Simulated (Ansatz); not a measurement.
**Be under changes of volume**

One of the cells (8.105 Å³/atom); the others are scaled copies at fixed shape and fractional positions:

```
Be
1.0
     2.28530    0.00000    0.00000
    -1.14265    1.97913    0.00000
     0.00000    0.00000    3.58420
Be
2
Direct
  0.66667 0.33333 0.75000
  0.33333 0.66667 0.25000
```

| Item | Value |
| --- | --- |
| Program | Ansatz 0.2.0 |
| Functional | PBE |
| Potentials or basis | JTH PAW |
| Cutoff | 1080 eV (not typed: the program's choice for these potentials) |
| k mesh | 13 × 13 × 8 |
| Occupations | fermi-dirac, width 0.05 eV |
| Spin | no spin polarisation |

```tsv
volume (Å³/atom)	energy over the lowest point (meV/atom)	pressure (GPa)
7.619	4.34	4.9
7.781	0.80	2.1
7.943	0.00	-0.5
8.105	1.71	-2.8
8.268	5.71	-5.0
8.430	?	?
8.592	19.86	-8.8
```

**Question.** What does the run at 8.430 Å³/atom give?

**Answer.** Energy over the lowest point 11.82 meV/atom; pressure -7.0 GPa.

Worked out: A Birch-Murnaghan fit of order 3 (a polynomial in V^(-2/3)) to the other rows has its minimum at 7.91 Å³/atom with B0 = V·E''(V) = 123 GPa and B' = 3.2 at fixed shape and positions, which overstates the stiffness. It gives 11.82 meV/atom at 8.430 Å³/atom, against the run's 11.82, and -dE/dV = -7.0 GPa, against -7.0.

Energies are extrapolated to zero smearing.
